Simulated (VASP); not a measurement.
# Hf (P6/mmm) in VASP: a series of runs

Aim: see how the results for Hf move with the level of theory and the settings. Levels: PBEsol, RPBE. Tasks: relaxation of cell and atoms, single point.

Program: VASP 6.6.1. These are calculated values, not measurements. Logs are shortened: lines on timing, memory, paths and dates and some standing lists are left out, and cuts for length are marked.

### Step 1. Starting point

The structure is hexagonal, space group P6/mmm (No. 191). The conventional cell has a = 4.962 Å, b = 4.962 Å, c = 3.086 Å, α = 90.00°, β = 90.00°, γ = 120.00°. Hf (site symmetry -6m2) has 11 Hf at 2.87 to 3.25 Å as nearest neighbours. Hf (site symmetry 6/mmm) is surrounded by 14 Hf at 3.09 to 3.25 Å.

This isn't the form of Hf at room conditions, which is hcp.

### Step 2. Relaxation of cell and atoms, PBEsol

INCAR

```
SYSTEM = Hf
ALGO = Fast
EDIFF = 1E-7
EDIFFG = -0.005
ENCUT = 600
GGA = PS
IBRION = 2
ISIF = 3
ISMEAR = 0
LASPH = .TRUE.
LCHARG = .FALSE.
LREAL = .FALSE.
LWAVE = .FALSE.
NELM = 100
NSW = 90
PREC = Accurate
SIGMA = 0.1
```

KPOINTS

```
k-points
0
G
  6 6 6
  0 0 0
```

POSCAR

```
Hf
1.0
    4.9623295400      0.0000000000      0.0000000000
   -2.4811647700      4.2975034500      0.0000000000
    0.0000000000      0.0000000000      3.0862322500
Hf
3
Direct
    0.6666666700      0.3333333300      0.5000000000
    0.3333333300      0.6666666700      0.5000000000
    0.0000000000      0.0000000000      0.0000000000
```

Potentials or basis: VASP PAW PBE potentials, release 64 (Hf_pv).

Command:

```
> cat potpaw_PBE.64/Hf_pv/POTCAR > POTCAR
> mpirun -np 1 vasp_std > vasp.out
```

OUTCAR:

```text
SYSTEM = Hf
   EDIFF = 1E-7
   EDIFFG = -0.005
   ENCUT = 600
   GGA = PS
   IBRION = 2
   ISIF = 3
   ISMEAR = 0
   LASPH = .TRUE.
   LREAL = .FALSE.
   NELM = 100
   NSW = 90
   PREC = Accurate

 ion  position               nearest neighbor table
   1  0.667  0.333  0.500-   2 2.87   2 2.87   2 2.87   3 3.25   3 3.25   3 3.25   3 3.25   3 3.25
                             3 3.25
   2  0.333  0.667  0.500-   1 2.87   1 2.87   1 2.87   3 3.25   3 3.25   3 3.25   3 3.25   3 3.25
                             3 3.25
   3  0.000  0.000  0.000-   1 3.25   2 3.25   1 3.25   2 3.25   1 3.25   1 3.25   2 3.25   2 3.25
                             1 3.25   1 3.25   2 3.25   2 3.25

  LATTYP: Found a hexagonal cell.
 ALAT       =     4.9623295400
 C/A-ratio  =     0.6219321440

  Lattice vectors:

 A1 = (   4.9623295400,   0.0000000000,   0.0000000000)
 A2 = (  -2.4811647700,   4.2975034500,   0.0000000000)
 A3 = (   0.0000000000,   0.0000000000,   3.0862322500)

Analysis of symmetry for initial positions (statically):
=====================================================================
 Subroutine PRICEL returns:
 Original cell was already a primitive cell.

 Routine SETGRP: Setting up the symmetry group for a
 hexagonal supercell.

 Subroutine GETGRP returns: Found 24 space group operations
 (whereof 24 operations were pure point group operations)
 out of a pool of 24 trial point group operations.

The static configuration has the point symmetry D_6h.

Analysis of symmetry for dynamics (positions and initial velocities):
=====================================================================
 Subroutine PRICEL returns:
 Original cell was already a primitive cell.

 Routine SETGRP: Setting up the symmetry group for a
 hexagonal supercell.

 Subroutine GETGRP returns: Found 24 space group operations
 (whereof 24 operations were pure point group operations)
 out of a pool of 24 trial point group operations.

The dynamic configuration has the point symmetry D_6h.

 Subroutine INISYM returns: Found 24 space group operations
 (whereof 24 operations are pure point group operations),
 and found     1 'primitive' translations

----------------------------------------------------------------------------------------

                                     Primitive cell

  volume of cell :      65.8158

  direct lattice vectors                    reciprocal lattice vectors
     4.962329540  0.000000000  0.000000000     0.201518257  0.116346620  0.000000000
    -2.481164770  4.297503450  0.000000000     0.000000000  0.232693240  0.000000000
     0.000000000  0.000000000  3.086232250     0.000000000  0.000000000  0.324019685

  length of vectors
     4.962329540  4.962329546  3.086232250     0.232693240  0.232693240  0.324019685

  position of ions in fractional coordinates (direct lattice)
     0.666666670  0.333333330  0.500000000
     0.333333330  0.666666670  0.500000000
     0.000000000  0.000000000  0.000000000

  ion indices of the primitive-cell ions
   primitive index   ion index
                 1           1
                 2           2
                 3           3

----------------------------------------------------------------------------------------

 KPOINTS: k-points

Automatic generation of k-mesh.
 Grid dimensions read from file:
 generate k-points for:    6    6    6

 Generating k-lattice:

  Cartesian coordinates                     Fractional coordinates (reciprocal lattice)
     0.033586376  0.019391103  0.000000000     0.166666667  0.000000000  0.000000000
     0.000000000  0.038782207  0.000000000     0.000000000  0.166666667  0.000000000
     0.000000000  0.000000000  0.054003281     0.000000000  0.000000000  0.166666667

  Length of vectors
     0.038782207  0.038782207  0.054003281

  Shift w.r.t. Gamma in fractional coordinates (k-lattice)
     0.000000000  0.000000000  0.000000000

 Subroutine IBZKPT returns following result:
 ===========================================

 Found     28 irreducible k-points:

 Following reciprocal coordinates:
            Coordinates               Weight
  0.000000  0.000000  0.000000      1.000000
  0.166667  0.000000  0.000000      6.000000
  0.333333  0.000000  0.000000      6.000000
  0.500000  0.000000  0.000000      3.000000
  0.166667  0.166667  0.000000      6.000000
  0.333333  0.166667  0.000000     12.000000
[... 16 lines left out ...]
  0.166667  0.000000  0.500000      6.000000
  0.333333  0.000000  0.500000      6.000000
 [... further k-points ...]
   k-points           NKPTS =     28   k-points in BZ     NKDIM =     28   number of bands    NBANDS=     19
   number of dos      NEDOS =    301   number of ions     NIONS =      3
   total plane-waves  NPLWV =  44800
   dimension x,y,z NGX =    40 NGY =   40 NGZ =   28
   dimension x,y,z NGXF=    80 NGYF=   80 NGZF=   56
   ions per type =               3
   NGX,Y,Z   is equivalent  to a cutoff of  13.40, 13.40, 15.08 a.u.
   NGXF,Y,Z  is equivalent  to a cutoff of  26.80, 26.80, 30.17 a.u.
 SYSTEM =  Hf
   PREC   = accura    normal or accurate (medium, high low for compatibility)
   ISTART =      0    job   : 0-new  1-cont  2-samecut
   ICHARG =      2    charge: 1-file 2-atom 10-const
   ISPIN  =      1    spin polarized calculation?
   LNONCOLLINEAR =      F non collinear calculations
   LSORBIT =      F    spin-orbit coupling
   LASPH  =      T    aspherical Exc in radial PAW
   ENCUT  =  600.0 eV  44.10 Ry    6.64 a.u.   9.91  9.91  6.16*2*pi/ulx,y,z
   NELM   =    100;   NELMIN=  2; NELMDL= -5     # of ELM steps
   EDIFF  = 0.1E-06   stopping-criterion for ELM
   LREAL  =      F    real-space projection
   EDIFFG = -.5E-02   stopping-criterion for IOM
   NSW    =     90    number of steps for IOM
   IBRION =      2    ionic relax: 0-MD 1-quasi-New 2-CG
   NFREE  =      1    steps in history (QN), initial steepest desc. (CG)
   ISIF   =      3    stress and relaxation
   ISYM   =      2    0-nonsym 1-usesym 2-fastsym
   POTIM  = 0.5000    time-step for ionic-motion
   TEBEG  =    0.0;   TEEND  =   0.0 temperature during run
   PSTRESS=    0.0 pullay stress
   NELECT =      30.0000    total number of electrons
   NUPDOWN=      -1.0000    fix difference up-down
   EMIN   =  10.00;   EMAX   =-10.00  energy-range for DOS
   EFERMI =   0.00;   METHOD = LEGACY
   ISMEAR =     0;   SIGMA  =   0.10  broadening in eV -4-tet -1-fermi 0-gaus
   EFERMI_NEDOS =   21; number of points for ismear=-14 and -15
   IALGO  =     68    algorithm
   IMIX   =      4    mixing-type and parameters
     AMIX     =   0.40;   BMIX     =  1.00
     AMIX_MAG =   1.60;   BMIX_MAG =  1.00
  volume/ion in A,a.u.               =      21.94       148.05
  Fermi-wavevector in a.u.,A,eV,Ry     =   1.259907  2.380879 21.597416  1.587365
  Thomas-Fermi vector in A             =   2.393443
   LORBIT       =      0    0 simple, 1 ext, 2 COOP (PROOUT), +10 PAW based schemes
   GGA     = PS    functional components
   LHFCALC =     F    Hartree Fock is set to
   AEXX    =    0.0000 exact exchange contribution
   IVDW    =     0    specifies the selected vdW correction
   LEPSILON=     F    determine dielectric tensor
   LRPA    =     F    only Hartree local field effects (RPA)
 conjugate gradient relaxation of ions
 non-spin polarized calculation
 RMM-DIIS sequential band-by-band and
 Gauss-broadening in eV      SIGMA  =   0.10
  energy-cutoff  :      600.00
  volume of cell :       65.82
 maximum number of plane-waves:      2214
 NGX is ok and might be reduce to    40
   NGX = 19   NGY = 19   NGZ = 13

--------------------------------------- Ionic step        1  -------------------------------------------

 number of electron      30.0000002 magnetization

 Free energy of the ion-electron system (eV)
  ---------------------------------------------------
  ext. energy  EPLUGINS =         0.00000000
  ---------------------------------------------------
  free energy    TOTEN  =       -31.40020523 eV

  energy without entropy =      -31.38664450  energy(sigma->0) =      -31.39342486

------------------------ aborting loop because EDIFF is reached ----------------------------------------

  FORCE on cell =-STRESS in cart. coord.  units (eV):
  Direction    XX          YY          ZZ          XY          YZ          ZX
  --------------------------------------------------------------------------------------
  -------------------------------------------------------------------------------------
  Total       -1.4196844     -1.4196844     -0.9831913      0.0000000      0.0000000      0.0000000
  in kB      -34.5598571    -34.5598572    -23.9341577      0.0000000      0.0000000      0.0000000
  external PRESSURE =     -31.0179573 kB  Pullay stress =       0.0000000 kB
[... 281 lines left out ...]
  energy  without entropy=      -31.4076460192  energy(sigma->0) =      -31.41369170

--------------------------------------- Ionic step        9  -------------------------------------------

 number of electron      30.0000002 magnetization

 Free energy of the ion-electron system (eV)
  ---------------------------------------------------
  ext. energy  EPLUGINS =         0.00000000
  ---------------------------------------------------
  free energy    TOTEN  =       -31.41974155 eV

  energy without entropy =      -31.40767081  energy(sigma->0) =      -31.41370618

 E-fermi :   4.8683     XC(G=0): -11.6138

 val. band max:        4.8595531058   @ k =   0.3333   0.3333   0.1667
 cond. band min:       4.9367914039   @ k =   0.3333   0.3333   0.3333
 fundamental gap:      0.0772382981
 Fermi energy:         4.8683481232

 k-point     1 :       0.0000    0.0000    0.0000
  band No.  band energies     occupation
      1     -25.6954      2.00000
      2     -25.6954      2.00000
      3     -25.6850      2.00000
      4     -25.6850      2.00000
      5     -25.2569      2.00000
      6     -24.9935      2.00000
[... 11 lines left out ...]
     18       7.0908      0.00000
     19       7.0908      0.00000
[... 489 lines left out ...]
      3     -25.6597      2.00000
      4     -25.5530      2.00000
      5     -25.4864      2.00000
      6     -25.4201      2.00000
[... 11 lines left out ...]
     18       6.3940      0.00000
     19       6.6775      0.00000

 [... further k-points ...]

------------------------ aborting loop because EDIFF is reached ----------------------------------------

  FORCE on cell =-STRESS in cart. coord.  units (eV):
  Direction    XX          YY          ZZ          XY          YZ          ZX
  --------------------------------------------------------------------------------------
  -------------------------------------------------------------------------------------
  Total        0.0026439      0.0026439     -0.0016499      0.0000000      0.0000000      0.0000000
  in kB        0.0662513      0.0662513     -0.0413441      0.0000000      0.0000000      0.0000000
  external PRESSURE =       0.0303862 kB  Pullay stress =       0.0000000 kB
[... 18 lines left out ...]
  FREE ENERGIE OF THE ION-ELECTRON SYSTEM (eV)
  ---------------------------------------------------
  free  energy   TOTEN  =       -31.4197415467 eV

  energy  without entropy=      -31.4076708148  energy(sigma->0) =      -31.41370618

 reached required accuracy - stopping structural energy minimisation
```

Run time: 4.2 min. Hardware: 1 thread of Intel Xeon Platinum 8375C at 2.90GHz (Ice Lake), shared host; peak memory 0.22 GiB.

What came out:

| Quantity | Value |
| --- | --- |
| Free energy | -31.4197 eV |
| Relaxed volume | 21.31 Å³/atom |
| Relaxed cell | a = 4.904 Å, b = 4.904 Å, c = 3.070 Å, α = 90.00°, β = 90.00°, γ = 120.00° |
| Space group after relaxing (to 0.05 Å) | P6/mmm (No. 191) |
| Energy gained by relaxing | 6.5 meV/atom |
| Ionic steps | 9 |
| Pressure after relaxing | 0.0 GPa |
| Band gap on the k mesh | none (metal or under the smearing width) |

The path:
| step | energy change (eV) | largest force (eV/Å) | pressure (GPa) | volume (Å³) |
| --- | --- | --- | --- | --- |
| 1 | 0.0000 | 0.0000 | -3.10 | 65.82 |
| 2 | 0.0059 | 0.0000 | 4.02 | 61.85 |
| 3 | -0.0193 | 0.0000 | 0.03 | 63.93 |
| 4 | -0.0193 | 0.0000 | 0.10 | 63.89 |
| 5 | -0.0195 | 0.0000 | 0.04 | 63.91 |
| 6 | -0.0195 | 0.0000 | 0.05 | 63.91 |
| 7 | -0.0195 | 0.0000 | 0.05 | 63.91 |
| 8 | -0.0195 | 0.0000 | -0.05 | 63.97 |
| 9 | -0.0195 | 0.0000 | 0.00 | 63.94 |

Final structure:
```xyz
3
Lattice="4.9040 0.0000 0.0000 -2.4520 4.2470 0.0000 0.0000 0.0000 3.0700" Properties=species:S:1:pos:R:3 pbc="T T T"
Hf    2.4520    1.4157    1.5350
Hf    0.0000    2.8313    1.5350
Hf    0.0000    0.0000    3.0700
```

Levels at points of the mesh, in eV from the Fermi level:
```tsv
k point	band 11	band 12	band 13	band 14	band 15	band 16	band 17	band 18	band 19
(0.00, 0.00, 0.00)	-2.59	-0.58	-0.58	-0.56	-0.54	-0.54	1.20	2.22	2.22
(0.50, 0.00, 0.00)	-4.48	-3.61	-0.48	-0.41	-0.34	0.22	0.95	1.29	1.54
(0.00, 0.00, 0.50)	-2.62	-2.62	-2.16	-1.95	-1.95	1.48	1.48	2.11	2.11
(0.50, 0.00, 0.50)	-3.00	-2.06	-1.45	-0.81	-0.65	0.61	0.65	1.15	1.76
```

Caveat: the PAW data sets were made with another functional, which shifts forces and pressure a little. The run has no spin-orbit coupling, so splittings on Hf are missing.

### Step 3. Single point, PBEsol

INCAR

```
SYSTEM = Hf
ALGO = Fast
EDIFF = 1E-7
ENCUT = 520
GGA = PS
ISIF = 2
ISMEAR = 0
LASPH = .TRUE.
LCHARG = .FALSE.
LREAL = .FALSE.
LWAVE = .FALSE.
NBANDS = 22
NELM = 100
PREC = Accurate
SIGMA = 0.1
```

KPOINTS

```
k-points
0
G
  12 12 14
  0 0 0
```

POSCAR is that of step 2.

Potentials or basis: VASP PAW PBE potentials, release 64 (Hf_pv).

Command:

```
> cat potpaw_PBE.64/Hf_pv/POTCAR > POTCAR
> mpirun -np 1 vasp_std > vasp.out
```

Wall time 3.6 min (1 thread of Intel Xeon Platinum 8375C at 2.90GHz (Ice Lake), shared host); peak memory 0.31 GiB.

Results (log left out):

```
Free energy            : -31.3944 eV
Pressure               : -3.2 GPa
Band gap on the k mesh : none (metal or under the smearing width)
```

Stress tensor (GPa, compression positive):
```
-3.27  0.00  0.00
 0.00 -3.27  0.00
 0.00  0.00 -3.10
```

Levels at points of the mesh, in eV from the Fermi level:
| k point | band 13 | band 14 | band 15 | band 16 | band 17 | band 18 |
| --- | --- | --- | --- | --- | --- | --- |
| (0.00, 0.00, 0.00) | -0.62 | -0.62 | -0.58 | -0.58 | 1.11 | 2.15 |
| (0.50, 0.00, 0.00) | -0.46 | -0.41 | -0.34 | 0.19 | 0.87 | 1.12 |
| (0.00, 0.00, 0.50) | -2.18 | -1.89 | -1.89 | 1.40 | 1.40 | 2.02 |
| (0.50, 0.00, 0.50) | -1.40 | -0.77 | -0.68 | 0.53 | 0.60 | 1.12 |

Caveat: the PAW data sets were made with another functional, which shifts forces and pressure a little.

[end of part 1 of 2]
